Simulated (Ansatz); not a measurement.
# 2H-MoS2 bilayer (2H stacking) in a perpendicular field, part 2 of 3

Wanted: the out-of-plane response of the 2H-MoS2 bilayer (2H stacking). A positive field points along +c.

Ansatz 0.2.0; plane-wave DFT, PBE-D3(BJ), Ansatz PAW.

So far. Step 2 (Relaxing the slab): The lattice constant a goes from 3.180 to 3.152 Å.

**3. Atoms held, field 0, start network**

A sawtooth potential applies the field, turning back in the middle of the vacuum. With the dipole correction the typed value is the field outside the slab. The induced dipole is small, so the SCF threshold is tight.

The cell differs from the one that the last finished run ended in (c 50.025 → 27.195 Å).

The input, input.yaml:

```yaml
crystal:
  lattice:
    - [3.1517751255, 0.0, 0.0]
    - [-1.5758875628, 2.7295173257, 0.0]
    - [0.0, 0.0, 27.1948081362]
  atoms:
    - { symbol: S, position: [0.3333333333, 0.6666666667, 0.3309455229] }
    - { symbol: Mo, position: [0.0, 0.0, 0.3885878768] }
    - { symbol: S, position: [0.3333333333, 0.6666666667, 0.4461741025] }
    - { symbol: S, position: [0.0, 0.0, 0.5538258975] }
    - { symbol: Mo, position: [0.3333333333, 0.6666666667, 0.6114121232] }
    - { symbol: S, position: [0.0, 0.0, 0.6690544771] }
kpoints:
  mp_grid: { grid: [18, 18, 1] }
  band_path:
    path: [[0, 0, 0], [0.5, 0, 0], [0.33333333, 0.33333333, 0], [0, 0, 0]]
    npoints: 16
hamiltonian:
  xc: pbe
  dispersion: d3bj
scf:
  occupations: { method: fermi_dirac, width: 0.02585 }
  convergence: { dr2_threshold: 1.0e-10 }
efield:
  axis: 3
  dipole_correction: true
  ramp_position: 0.97
  ramp_width: 0.06
  amplitude: 0
output:
  dos: { projected: true, e_range: [-6, 5] }
  write_potential: true
  write_density: true
  volumetric_format: npy
  elf: true
```

Command:

```sh
$ ansatz run input.yaml --threads 2 --pin off --max-ram 4096MiB --backend cpu --events-out ev --progress --plain --runs-dir out
```

Numbers of over 12 decimals in the logs are rounded to 6 here.

What it wrote:

```text
[...]
Crystal: 6 atoms, lattice volume = 233.952 Å³
Basis set: ecut = 420 eV, 4531 PW (Γ)
Bands: 32, of which v1, the nominal top of the filled ones, is band 26 counted from 1 (25 counted from 0)
Symmetry: 6 space group operations
k-points: 37 of 324 (time reversal used)
[...]
SCF iter   1: F=—  HF=-13527.794292 eV  |F-HF|=—  |Δ(HF+E_count)|=         —  Δρ=4.03e-3  dr2=8.53e-2  ethr=1.77e-3  p=0.000 e·Å  D=1.50e-13 V/Å  ΔV_dip=-0.00 eV  dr2_dipole=1.28e-7  V_vac-E_F(+/−)=4.84/4.84 eV  ⟨swp⟩=10.2  Hψ=6659  notcnv=0
efield: sawtooth ramp at fractional position 0.9700 (set: `efield.ramp_position`, or a place that a band, a saddle search or an elastic batch's reference lends), width 0.0600; the density the first Hamiltonian is built on has a dipole p = 0.000 e·Å; the dipole correction subtracts the counter field D = 1.50e-13 V/Å, which shifts the + side's vacuum level by -0.00 eV against the − side's; the planar-averaged density in the ramp window peaks in size at 2.3e-5 e/Å³
[...]
SCF iter   2: F=—  HF=-13527.798835 eV  |F-HF|=—  |Δ(HF+E_count)|=   4.54e-3  Δρ=2.45e-3  dr2=2.93e-2  ethr=1.64e-4  p=-0.000 e·Å  D=-5.04e-5 V/Å  ΔV_dip=0.00 eV  dr2_dipole=1.85e-7  V_vac-E_F(+/−)=4.97/4.97 eV  ⟨swp⟩=3.2  Hψ=2064  notcnv=0  defer=49
[...]
SCF iter  12: F=-13527.801662 eV  HF=-13527.801662 eV  |F-HF|=1.82e-12  |Δ(HF+E_count)|=  9.09e-12  Δρ=4.73e-8  dr2=2.81e-11  ethr=1.00e-12  p=-0.000 e·Å  D=-2.04e-7 V/Å  ΔV_dip=0.00 eV  dr2_dipole=4.63e-12  V_vac-E_F(+/−)=4.84/4.84 eV  ⟨swp⟩=8.5  Hψ=3155  notcnv=0
SCF 1 converged in 12 iterations: F = -13527.801662 eV  dr2 = 2.81e-11
[...]
NSCF: frozen V_eff on 49 k-points
efield: sawtooth ramp at fractional position 0.9700 (kept from the solve that this one continues, or follows in the run), width 0.0600; the density the first Hamiltonian is built on has a dipole p = -0.000 e·Å; the dipole correction subtracts the counter field D = -2.04e-7 V/Å, which shifts the + side's vacuum level by +0.00 eV against the − side's; the planar-averaged density in the ramp window peaks in size at 2.9e-6 e/Å³
WARN: The output density's exchange-correlation potential varies sharply where the density is thin. Do not read a vacuum level from v_tot or v_xc, or from such a field of the output density. On a cell that repeats whose density bears no net charge and no dipole along the vacuum's axis use v_es (v_loc + v_h of the components); under efield.dipole_correction with no amplitude use v_es + v_field, which holds any externa [...]
SCF converged after 12 iterations
Free energy (F): -13527.801662 eV
[...]
Internal energy: -13527.801662 eV  (E = F + TS)
E sigma→0 (E₀):  -13527.801662 eV
Fermi energy:    2.552500 eV
Dipole field:    D = 0.000002 V/Å  (p = 0.000003 e·Å, saw-weighted, corrected)
Work function:   Φ+ = 4.8422 eV   Φ− = 4.8422 eV
Levels:          The Fermi level and band energies are counted from a zero that moves with the ramp; work functions are not
[...]
--- Band table (eV; the first three rows and the last of 37) ---
  k-point 0: bands = [... 22 lower, 0.0326, 0.1873, 1.2072, 1.9702, 4.2905, 4.2905, 4.3141, 4.3141, ... 2 higher]
  k-point 1: bands = [... 22 lower, 0.1040, 0.4358, 1.2031, 1.9050, 4.2348, 4.2441, 4.3530, 4.3932, ... 2 higher]
  k-point 2: bands = [... 22 lower, 0.2001, 0.6124, 1.1692, 1.6904, 4.0776, 4.1103, 4.1149, 4.2565, ... 2 higher]
  k-point 36: bands = [... 22 lower, -0.6756, -0.6756, 1.4126, 1.5124, 3.2551, 3.2551, 4.1844, 4.7738, ... 2 higher]
```

It took 50 s on 2 threads of Intel Xeon at 2.50GHz (Skylake/Cascade Lake), shared host; peak memory 0.63 GiB.

In the SCF lines HF is the Harris–Foulkes energy and dr2 the Hartree energy of the density residual, in eV; the loop may stop once dr2 is under the threshold and the program's other checks hold. Hψ counts applications of the Hamiltonian.

This step gave:

```yaml
gap_on_the_k_mesh: 1.211 eV
dipole_along_the_normal: 3.20e-6 e·Å
gap_along_the_path: 1.211 eV
smallest_direct_gap_along_the_path: 1.743 eV
ionisation_energy_upper_face: 5.424 eV
electron_affinity_upper_face: 4.213 eV
gap_the_smaller_of_path_and_mesh: 1.211 eV
```

Running mean over a fixed 2.7 Å (it still follows the layers) of the planar mean; the ramp of the sawtooth is left out. Electron's electrostatic potential energy less the Fermi level against z:

| z (Å) | electron's electrostatic potential energy less the Fermi level (eV) |
| --- | --- |
| 4 | 4.84 |
| 5 | 4.84 |
| 6 | 4.81 |
| 7 | 4.04 |
| 8 | -0.470 |
| 9 | -6.15 |
| 10 | -12.0 |
| 11 | -12.0 |
| 12 | -7.33 |
| 13 | -1.79 |
| 14 | -1.36 |
| 15 | -5.72 |
| 16 | -12.0 |
| 17 | -12.0 |
| 18 | -7.81 |
| 19 | -1.41 |
| 20 | 3.43 |
| 21 | 4.78 |
| 22 | 4.84 |
| 23 | 4.84 |
| 24 | 4.84 |

The density of states has structure finer than the step of the table below, so its rows give means over 0.2 eV, whole bins alone (the curve runs from -6 to 1.53 eV). Peaks (eV: height): -4.98: 10.1, -4.76: 14.0, -4.18: 26.0, -3.11: 17.0, -2.91: 11.3, 1.20: 11.6, 1.28: 14.1.

Density of states against energy, zero at the Fermi level of the run, which the smearing sets inside the gap; means over each step:

energy (eV), density of states (states/eV a cell) and a bar:
```
     -5.8        2.3 #######
     -5.6        1.6 #####
     -5.4        2.4 #######
     -5.2        4.5 ##############
     -5.0        6.9 #####################
     -4.8        7.3 ######################
     -4.6        4.0 ############
     -4.4        5.3 ################
     -4.2        9.9 ##############################
     -4.0        5.0 ###############
     -3.8        3.3 ##########
     -3.6        3.3 ##########
     -3.4        3.4 ##########
     -3.2        4.9 ###############
     -3.0        9.2 ############################
     -2.8        6.7 ####################
     -2.6        4.6 ##############
     -2.4        5.1 ###############
     -2.2        3.5 ###########
     -2.0        4.6 ##############
     -1.8        6.7 ####################
     -1.6        4.8 ###############
     -1.4        3.5 ###########
     -1.2        1.4 ####
     -1.0        0.4 #
     -0.8        0.3 #
     -0.6        0.2 
     -0.4        0.0 
     -0.2        0.0 
      0.0        0.0 
      0.2        0.0 
      0.4        0.0 
      0.6        0.5 #
      0.8        2.9 #########
      1.0        4.6 ##############
      1.2        9.2 ############################
      1.4        7.6 #######################
```

Projected DOS per atom over height of the atomic layer and energy from the Fermi level. Layers: S Mo S S Mo S from below.

Ten even steps from '0' (0.00 states/eV) to '9' (2.86 states/eV), each cell a mean:
```
392293
161161
010010
000000
000000
000000
000000
000000
030030
161161
232232
313313
423324
434434
121121
121121
344443
322223
433334
223322
101101
211112
```
Columns: height of the atomic layer (Å) from 9 to 18.2 (not evenly spaced); rows upwards: energy from the Fermi level (eV) from -5.96 to 1.51.

The electronic bands at the labelled points (eV, zero at the Fermi level of the run, which the smearing sets inside the gap):

| point | band 23 | band 24 | band 25 | band 26 | band 27 | band 28 | band 29 | band 30 |
| --- | --- | --- | --- | --- | --- | --- | --- | --- |
| Γ | -2.52 | -2.37 | -1.35 | -0.58 | 1.74 | 1.74 | 1.76 | 1.76 |
| halfway | -2.61 | -2.25 | -1.88 | -1.80 | 0.94 | 1.26 | 1.34 | 1.39 |
| M | -2.06 | -1.93 | -1.78 | -1.71 | 1.26 | 1.29 | 1.70 | 1.86 |
| halfway | -3.15 | -2.88 | -1.44 | -1.34 | 1.12 | 1.19 | 1.96 | 2.08 |
| K | -3.23 | -3.23 | -1.14 | -1.04 | 0.70 | 0.70 | 1.63 | 2.22 |
| halfway | -2.18 | -2.09 | -1.89 | -1.88 | 0.63 | 1.05 | 1.39 | 1.54 |
| Γ | -2.52 | -2.37 | -1.35 | -0.58 | 1.74 | 1.74 | 1.76 | 1.76 |

ELF in the ca plane at fractional y = 0.667, with atoms of S and Mo within 0.2 Å of it. It is the smooth field of the valence electrons, not physical close to the nuclei.

Ten even steps from '0' (0.00) to '9' (0.94), each cell a mean:
```
00000000000000000012332233123321015788753224
00000000000000000012221133112210015788753235
00000000000000012467775222257775102577632222
00000000000000147899888422588899600234335763
00000000000001368997237522673289820012257576
00000000000001368997137622672179820012257566
00000000000000147999788522587799610134336774
00000000000000013578875222368876202566532322
```
Columns run along c (16.0 Å, from fractional 0.07 to 0.65 of the cell), rows up along a (3.2 Å). Atoms in or near the plane, at fractional coordinates: S at (0.33, 0.33), S at (0.45, 0.33), Mo at (0.61, 0.33).

Valence density in the ca plane at fractional y = 0.667, with atoms of S and Mo within 0.2 Å of it. It is the smooth field of the valence electrons, not physical close to the nuclei.

Values in e/Å³, 5 rows by 16 columns, each cell a mean:
```
0.0 0.0 0.0 0.0 0.0 0.0 0.0 0.2 0.5 0.6 0.2 0.1 0.1 0.5 0.4 0.3
0.0 0.0 0.0 0.0 0.0 0.0 0.1 0.5 0.4 0.5 0.5 0.2 0.1 0.4 0.5 0.6
0.0 0.0 0.0 0.0 0.0 0.0 0.4 0.9 0.6 0.5 0.9 0.6 0.1 0.2 2.3 3.5
0.0 0.0 0.0 0.0 0.0 0.0 0.5 0.8 0.6 0.5 0.8 0.7 0.1 0.2 3.1 4.5
0.0 0.0 0.0 0.0 0.0 0.0 0.2 0.7 0.5 0.4 0.7 0.3 0.1 0.3 0.9 1.2
```
Columns run along c (16.0 Å, from fractional 0.07 to 0.65 of the cell), rows up along a (3.2 Å). Atoms in or near the plane, at fractional coordinates: S at (0.33, 0.33), S at (0.45, 0.33), Mo at (0.61, 0.33).

Electrostatic potential energy in the ca plane at fractional y = 0.667, with atoms of S and Mo within 0.2 Å of it. With pseudopotentials it is smooth inside the atoms' cores, unlike the true potential.

Ten even steps from '0' (-44 eV) to '9' (7 eV), each cell a mean:
```
99999999999999999999998655789999999877888888
99999999999999999999998655789999999877888888
99999999999999999998888777788889999988887667
99999999999999999974236888863258999999851014
99999999999999999952214888732226999999720001
99999999999999999952313888732326999999720001
99999999999999999973226888852247999999851004
99999999999999999998778777887789999988876567
```
Columns run along c (16.0 Å, from fractional 0.07 to 0.65 of the cell; values clipped at the 3rd and 97th percentile), rows up along a (3.2 Å). Atoms in or near the plane, at fractional coordinates: S at (0.33, 0.33), S at (0.45, 0.33), Mo at (0.61, 0.33).

The gap is 1.21 eV, with the valence edge 5.42 eV and the conduction edge 4.21 eV under the upper vacuum level.

**4. Single point, field 0.05 V/Å**

Edit input.yaml of step 3 so:

```diff
@@ -28,5 +28,4 @@
   ramp_width: 0.06
-  amplitude: 0
+  amplitude: 0.05
 output:
-  dos: { projected: true, e_range: [-6, 5] }
   write_potential: true
@@ -34,2 +33 @@
   volumetric_format: npy
-  elf: true
```

What it wrote:

```text
[...]
Crystal: 6 atoms, lattice volume = 233.952 Å³
Basis set: ecut = 420 eV, 4531 PW (Γ)
Bands: 32, of which v1, the nominal top of the filled ones, is band 26 counted from 1 (25 counted from 0)
Symmetry: 6 space group operations
k-points: 37 of 324 (time reversal used)
[...]
k-point 0: bands = [... 22 lower, 0.0440, 0.1873, 1.2069, 1.9706, 4.2783, 4.2783, 4.3258, 4.3258, ... 2 higher]
  k-point 1: bands = [... 22 lower, 0.1034, 0.4364, 1.2029, 1.9054, 4.2172, 4.2612, 4.3474, 4.3855, ... 2 higher]
  k-point 2: bands = [... 22 lower, 0.1992, 0.6127, 1.1690, 1.6909, 4.0695, 4.0961, 4.1348, 4.2586, ... 2 higher]
  k-point 36: bands = [... 22 lower, -0.6930, -0.6578, 1.4081, 1.5168, 3.2334, 3.2766, 4.1835, 4.7745, ... 2 higher]
[key lines of the parts left out:]
SCF converged after 15 iterations
Free energy (F): -13527.802275 eV
Fermi energy:    2.552061 eV
Dipole field:    D = 0.018968 V/Å  (p = 0.024524 e·Å, saw-weighted, corrected)
```

Run time: 46 s. Hardware: 2 threads; peak memory 0.62 GiB; 90 s of CPU time.

The dipole is 0.0245 e·Å, and the gap 1.210 eV.

**5. Single point, field -0.05 V/Å**

Edit input.yaml of step 4 so:

```diff
@@ -28,3 +28,3 @@
   ramp_width: 0.06
-  amplitude: 0.05
+  amplitude: -0.05
 output:
```

What it wrote:

```text
[...]
Crystal: 6 atoms, lattice volume = 233.952 Å³
Basis set: ecut = 420 eV, 4531 PW (Γ)
Bands: 32, of which v1, the nominal top of the filled ones, is band 26 counted from 1 (25 counted from 0)
Symmetry: 6 space group operations
k-points: 37 of 324 (time reversal used)
[...]
k-point 0: bands = [... 22 lower, 0.0440, 0.1873, 1.2069, 1.9706, 4.2783, 4.2783, 4.3258, 4.3258, ... 2 higher]
  k-point 1: bands = [... 22 lower, 0.1034, 0.4364, 1.2029, 1.9054, 4.2172, 4.2612, 4.3474, 4.3855, ... 2 higher]
  k-point 2: bands = [... 22 lower, 0.1992, 0.6127, 1.1690, 1.6909, 4.0695, 4.0961, 4.1348, 4.2586, ... 2 higher]
  k-point 36: bands = [... 22 lower, -0.6930, -0.6578, 1.4081, 1.5168, 3.2334, 3.2766, 4.1835, 4.7745, ... 2 higher]
[key lines of the parts left out:]
SCF converged after 15 iterations
Free energy (F): -13527.802275 eV
Fermi energy:    2.552063 eV
Dipole field:    D = -0.018967 V/Å  (p = -0.024523 e·Å, saw-weighted, corrected)
```

The job ended after 50 s (2 threads; peak memory 0.63 GiB; 99 s of CPU time).

The dipole is -0.0245 e·Å, and the gap 1.210 eV.

**6. Single point, field 0.1 V/Å**

Edit input.yaml of step 5 so:

```diff
@@ -26,5 +26,5 @@
   dipole_correction: true
-  ramp_position: 0.97
-  ramp_width: 0.06
-  amplitude: -0.05
+  ramp_position: 0.954
+  ramp_width: 0.0919
+  amplitude: 0.1
 output:
```

What it wrote:

```text
[...]
Crystal: 6 atoms, lattice volume = 233.952 Å³
Basis set: ecut = 420 eV, 4531 PW (Γ)
Bands: 32, of which v1, the nominal top of the filled ones, is band 26 counted from 1 (25 counted from 0)
Symmetry: 6 space group operations
k-points: 37 of 324 (time reversal used)
[...]
k-point 0: bands = [... 22 lower, 0.0635, 0.1875, 1.2061, 1.9719, 4.2585, 4.2585, 4.3438, 4.3438, ... 2 higher]
  k-point 1: bands = [... 22 lower, 0.1017, 0.4382, 1.2022, 1.9068, 4.1954, 4.2816, 4.3338, 4.3694, ... 2 higher]
  k-point 2: bands = [... 22 lower, 0.1966, 0.6138, 1.1684, 1.6927, 4.0497, 4.0854, 4.1586, 4.2544, ... 2 higher]
  k-point 36: bands = [... 22 lower, -0.7101, -0.6397, 1.3963, 1.5283, 3.2117, 3.2981, 4.1810, 4.7768, ... 2 higher]
[key lines of the parts left out:]
SCF converged after 14 iterations
Free energy (F): -13527.804114 eV
Fermi energy:    2.550818 eV
Dipole field:    D = 0.037938 V/Å  (p = 0.049050 e·Å, saw-weighted, corrected)
```

It took 52 s on 2 threads; peak memory 0.62 GiB; 1.7 min of CPU time.

The dipole is 0.0490 e·Å, and the gap 1.205 eV.

**7. Single point, field -0.1 V/Å**

Edit input.yaml of step 6 so:

```diff
@@ -28,3 +28,3 @@
   ramp_width: 0.0919
-  amplitude: 0.1
+  amplitude: -0.1
 output:
```

What it wrote:

```text
[...]
Crystal: 6 atoms, lattice volume = 233.952 Å³
Basis set: ecut = 420 eV, 4531 PW (Γ)
Bands: 32, of which v1, the nominal top of the filled ones, is band 26 counted from 1 (25 counted from 0)
Symmetry: 6 space group operations
k-points: 37 of 324 (time reversal used)
[...]
k-point 0: bands = [... 22 lower, 0.0633, 0.1873, 1.2060, 1.9718, 4.2584, 4.2584, 4.3437, 4.3437, ... 2 higher]
  k-point 1: bands = [... 22 lower, 0.1015, 0.4380, 1.2021, 1.9066, 4.1953, 4.2814, 4.3337, 4.3692, ... 2 higher]
  k-point 2: bands = [... 22 lower, 0.1965, 0.6136, 1.1682, 1.6926, 4.0495, 4.0853, 4.1584, 4.2543, ... 2 higher]
  k-point 36: bands = [... 22 lower, -0.7102, -0.6398, 1.3961, 1.5281, 3.2115, 3.2979, 4.1808, 4.7766, ... 2 higher]
[key lines of the parts left out:]
SCF converged after 15 iterations
Free energy (F): -13527.804114 eV
Fermi energy:    2.550650 eV
Dipole field:    D = -0.037936 V/Å  (p = -0.049048 e·Å, saw-weighted, corrected)
```

It took 50 s on 2 threads; peak memory 0.63 GiB; 97 s of CPU time.

The dipole is -0.0490 e·Å, and the gap 1.205 eV.

**8. Atoms held, field 0.2 V/Å**

Edit input.yaml of step 7 so:

```diff
@@ -28,3 +28,3 @@
   ramp_width: 0.0919
-  amplitude: -0.1
+  amplitude: 0.2
 output:
```

What it wrote:

```text
[...]
Crystal: 6 atoms, lattice volume = 233.952 Å³
Basis set: ecut = 420 eV, 4531 PW (Γ)
Bands: 32, of which v1, the nominal top of the filled ones, is band 26 counted from 1 (25 counted from 0)
Symmetry: 6 space group operations
k-points: 37 of 324 (time reversal used)
[...]
k-point 0: bands = [... 22 lower, 0.1048, 0.1879, 1.2029, 1.9768, 4.2158, 4.2158, 4.3757, 4.3757, ... 2 higher]
  k-point 1: bands = [... 22 lower, 0.0949, 0.4449, 1.1996, 1.9120, 4.1506, 4.2967, 4.3098, 4.3424, ... 2 higher]
  k-point 2: bands = [... 22 lower, 0.1864, 0.6177, 1.1658, 1.6995, 4.0006, 4.0618, 4.2069, 4.2247, ... 2 higher]
  k-point 36: bands = [... 22 lower, -0.7428, -0.6029, 1.3616, 1.5611, 3.1677, 3.3403, 4.1706, 4.7852, ... 2 higher]
[key lines of the parts left out:]
SCF converged after 15 iterations
Free energy (F): -13527.811472 eV
Fermi energy:    2.545443 eV
Dipole field:    D = 0.075882 V/Å  (p = 0.098109 e·Å, saw-weighted, corrected)
```

Wall time 54 s (2 threads); peak memory 0.62 GiB; 1.7 min of CPU time.

The dipole is 0.0981 e·Å, and the gap 1.188 eV.

**9. Single point, field -0.2 V/Å**

Edit input.yaml of step 8 so:

```diff
@@ -28,3 +28,3 @@
   ramp_width: 0.0919
-  amplitude: 0.2
+  amplitude: -0.2
 output:
```

What it wrote:

```text
[...]
Crystal: 6 atoms, lattice volume = 233.952 Å³
Basis set: ecut = 420 eV, 4531 PW (Γ)
Bands: 32, of which v1, the nominal top of the filled ones, is band 26 counted from 1 (25 counted from 0)
Symmetry: 6 space group operations
k-points: 37 of 324 (time reversal used)
[...]
k-point 0: bands = [... 22 lower, 0.1044, 0.1875, 1.2026, 1.9764, 4.2155, 4.2155, 4.3753, 4.3753, ... 2 higher]
  k-point 1: bands = [... 22 lower, 0.0946, 0.4445, 1.1992, 1.9116, 4.1503, 4.2963, 4.3095, 4.3421, ... 2 higher]
  k-point 2: bands = [... 22 lower, 0.1860, 0.6173, 1.1654, 1.6992, 4.0003, 4.0615, 4.2066, 4.2243, ... 2 higher]
  k-point 36: bands = [... 22 lower, -0.7431, -0.6033, 1.3613, 1.5608, 3.1673, 3.3400, 4.1703, 4.7848, ... 2 higher]
[key lines of the parts left out:]
SCF converged after 14 iterations
Free energy (F): -13527.811472 eV
Fermi energy:    2.545102 eV
Dipole field:    D = -0.075880 V/Å  (p = -0.098106 e·Å, saw-weighted, corrected)
```

It took 51 s on 2 threads; peak memory 0.62 GiB; 100 s of CPU time.

The dipole is -0.0981 e·Å, and the gap 1.188 eV.

**10. Single point, field 0.3 V/Å**

Edit input.yaml of step 9 so:

```diff
@@ -26,5 +26,5 @@
   dipole_correction: true
-  ramp_position: 0.954
-  ramp_width: 0.0919
-  amplitude: -0.2
+  ramp_position: 0.9514
+  ramp_width: 0.0972
+  amplitude: 0.3
 output:
```

What it wrote:

```text
[...]
Crystal: 6 atoms, lattice volume = 233.952 Å³
Basis set: ecut = 420 eV, 4531 PW (Γ)
Bands: 32, of which v1, the nominal top of the filled ones, is band 26 counted from 1 (25 counted from 0)
Symmetry: 6 space group operations
k-points: 37 of 324 (time reversal used)
[...]
k-point 0: bands = [... 22 lower, 0.1458, 0.1880, 1.1975, 1.9844, 4.1713, 4.1713, 4.3775, 4.3775, ... 2 higher]
  k-point 1: bands = [... 22 lower, 0.0845, 0.4548, 1.1951, 1.9200, 4.1045, 4.2541, 4.2788, 4.3332, ... 2 higher]
  k-point 2: bands = [... 22 lower, 0.1698, 0.6228, 1.1616, 1.7102, 3.9486, 4.0317, 4.1868, 4.2546, ... 2 higher]
  k-point 36: bands = [... 22 lower, -0.7734, -0.5659, 1.3209, 1.5982, 3.1229, 3.3816, 4.1537, 4.7982, ... 2 higher]
[key lines of the parts left out:]
SCF converged after 15 iterations
Free energy (F): -13527.823737 eV
Fermi energy:    2.536136 eV
Dipole field:    D = 0.113855 V/Å  (p = 0.147203 e·Å, saw-weighted, corrected)
```

It took 52 s on 2 threads; peak memory 0.62 GiB.

The dipole is 0.147 e·Å, and the gap 1.139 eV.

[end of part 2 of 3]

[Logs are printed without paths, hosts, clocks, repeated set-up lines and the standing remarks that a program may print on its own settings, such as how far it seeks lower states.]

[Hosts, paths, dates, database ids (printed as entryN), source tags and the programs' standing remarks are cut or masked in the printed files.]

[Maps of the electrostatic potential energy from Ansatz leave out the sawtooth potential of an applied field or a dipole correction, so their vacuum need not be flat; planar profiles and work functions include it.]

[The density of states shown here was stored with 400 of the rows of the run's finer table, so its peaks can read low, often by over a quarter, or be missed, and its means over a window can be off by a tenth or more.]
